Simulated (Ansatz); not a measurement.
The system is TiTe.

```
CELL_PARAMETERS angstrom
0.00000 3.05007 3.05007
3.05007 0.00000 3.05007
3.05007 3.05007 0.00000
ATOMIC_POSITIONS crystal
Ti 0.50000 0.50000 0.50000
Te 0.00000 0.00000 0.00000
```

The cell comes from a database or a generator and needn't be the stable form of this composition.

Base run:

```yaml
Program: Ansatz 0.2.0
Functional: r2SCAN
Potentials_or_basis: Ansatz PAW
Cutoff: 500 eV
Density_cutoff: 2000 eV
k_mesh: 8 × 8 × 8
Occupations: fermi-dirac, width 0.05 eV
Spin: no spin polarisation
Hubbard_terms: Ti d U = 1 eV
```

Its results: band gap on the k mesh none (metal or under the smearing width); pressure -10.6 GPa.

Question: The run is repeated on the same cell with these changes: hubbard terms from Ti d U = 1 eV to Ti d U = 3 eV. What comes out?

Answer: Band gap on the k mesh none (metal or under the smearing width); pressure -8.9 GPa.

Caveats: U without spin polarisation on a metal has little footing; the PAW data sets come from PBE, with cores solved anew for the run's functional, which leaves a small shift of forces and pressure; the U is typed as a test and isn't derived for this compound.

Not every run made on this cell is shown here.
